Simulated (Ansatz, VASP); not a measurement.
**AlN in VASP and in Ansatz**

INCAR

```
ALGO = Normal ; EDIFF = 1E-6
ENCUT = 520 ; GGA = CA
ISIF = 2 ; ISMEAR = 0
LASPH = True ; LCHARG = False
LREAL = False ; LWAVE = False
NBANDS = 16 ; NELM = 80
PREC = Accurate ; SIGMA = 0.05
```

File KPOINTS:

```
k-points
0
Gamma
  9 9 6
```

The input POSCAR:

```
AlN
1.0
    3.0370354175      0.0000000000      0.0000000000
   -1.5185177088      2.6301498238      0.0000000000
    0.0000000000      0.0000000000      4.8610264329
Al N
2 2
Direct
    0.3147813304      0.6666666667      0.0015210182
    0.6852186696      0.3333333333      0.5015210182
    0.3498904753      0.6666666667      0.3834789818
    0.6501095247      0.3333333333      0.8834789818
```

Input for Ansatz:

```yaml
crystal:
  lattice:
    - [3.0370354175, 0.0, 0.0]
    - [-1.5185177088, 2.6301498238, 0.0]
    - [0.0, 0.0, 4.8610264329]
  atoms:
    - { symbol: Al, position: [0.3147813304, 0.6666666667, 0.0015210182] }
    - { symbol: Al, position: [0.6852186696, 0.3333333333, 0.5015210182] }
    - { symbol: "N", position: [0.3498904753, 0.6666666667, 0.3834789818] }
    - { symbol: "N", position: [0.6501095247, 0.3333333333, 0.8834789818] }
basis:
  ecutwfc: 520.0
kpoints:
  mp_grid: { grid: [9, 9, 6] }
hamiltonian:
  xc: lda
  pseudopotentials: { kind: paw, azcp: { folder: soft_1 } }
scf:
  occupations: { method: gaussian, width: 0.05 }
output:
  forces: true
  stress: true
  eigenvalues: true
```

Change from the starting cell: mode 4 frozen in at -0.057 Å, equal normal strain along x, y and z -0.0167.

Alike in both runs: task single point; functional LDA; k mesh 9 × 9 × 6; occupations gaussian, width 0.05 eV; no spin polarisation.

```csv
,VASP,Ansatz
version,VASP 6.6.1,Ansatz 0.2.0
potentials or method,"VASP PAW LDA potentials, release 64 (Al, N)","scalar-relativistic, plane waves, PAW"
plane-wave cutoff (eV),520,520
valence electrons in the cell,16,16
```

```csv
,VASP,Ansatz,Ansatz less VASP
gap on the k mesh at the Fermi level (eV),4.84,4.83,-0.009
least direct gap on the mesh (eV),4.84,4.83,-0.009
pressure (GPa),12.5,11.6,-0.81
largest component of the traceless stress (GPa),0.54,0.49,-0.044
rms of the force components (eV/Å),0.145,0.145,+0.0001
```

Atom by atom the forces differ by 0.001 eV/Å (rms over components). Ansatz warned: «pseudo_functional_mismatch».

Caveats: an odd mesh through Γ misses points on the zone boundary, where band edges often lie.
